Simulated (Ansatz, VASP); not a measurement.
# TiH2: VASP beside Ansatz

The input INCAR:

```
ALGO = Fast
EDIFF = 1E-6
ENCUT = 520
GGA = PS
ISIF = 2
ISMEAR = 0
LASPH = True
LCHARG = True
LELF = True
LREAL = False
LVHAR = True
LWAVE = False
NBANDS = 14
NELM = 60
PREC = Accurate
SIGMA = 0.15
```

File KPOINTS:

```
k-points
0
Gamma
  20 20 20
```

Contents of POSCAR:

```
TiH2
1.0
   -1.5965000000      1.5965000000      2.1335000000
    1.5965000000     -1.5965000000      2.1335000000
    1.5965000000      1.5965000000     -2.1335000000
Ti H
1 2
Direct
   -0.1171783454     -0.1171783454      0.0000000000
    0.7500000000      0.2500000000      0.5000000000
    0.2500000000      0.7500000000      0.5000000000
```

Input for Ansatz:

```yaml
crystal:
  lattice:
    - [-1.5965, 1.5965, 2.1335]
    - [1.5965, -1.5965, 2.1335]
    - [1.5965, 1.5965, -2.1335]
  atoms:
    - { symbol: Ti, position: [-0.1171783454, -0.1171783454, 0.0] }
    - { symbol: H, position: [0.75, 0.25, 0.5] }
    - { symbol: H, position: [0.25, 0.75, 0.5] }
basis:
  ecutwfc: 420
kpoints:
  mp_grid: { grid: [20, 20, 20] }
hamiltonian:
  xc: pbesol
scf:
  occupations: { method: gaussian, width: 0.15 }
output:
  forces: true
  stress: true
  eigenvalues: true
```

Change from the starting cell: all Ti atoms moved -0.500 Å, as atom 1 along Cartesian [0 0 1].

Alike in both runs: task single point; functional PBEsol; k mesh 20 × 20 × 20; occupations gaussian, width 0.15 eV; no spin polarisation.

```csv
,VASP,Ansatz
version,VASP 6.6.1,Ansatz 0.2.0
potentials or method,"VASP PAW PBE potentials, release 64 (Ti_sv, H)","scalar-relativistic, plane waves, PAW"
plane-wave cutoff (eV),520,420
valence electrons in the cell,14,14
```

VASP gave:

| Quantity | Value |
| --- | --- |
| gap on the k mesh at the Fermi level (eV) | none |
| pressure (GPa) | 7.6 |
| largest component of the traceless stress (GPa) | 9.03 |
| rms of the force components (eV/Å) | 1.537 |

Task: Estimate Ansatz's values.

Result: gap on the k mesh at the Fermi level (eV): none; pressure (GPa): 7.6; largest component of the traceless stress (GPa): 8.98; rms of the force components (eV/Å): 1.536.

Atom by atom the forces differ by 0.001 eV/Å (rms over components). A gap of «none» marks a metal or a gap that the smearing closes.

Caveats: the PAW data sets were made with another functional, which shifts forces and pressure a little (VASP).
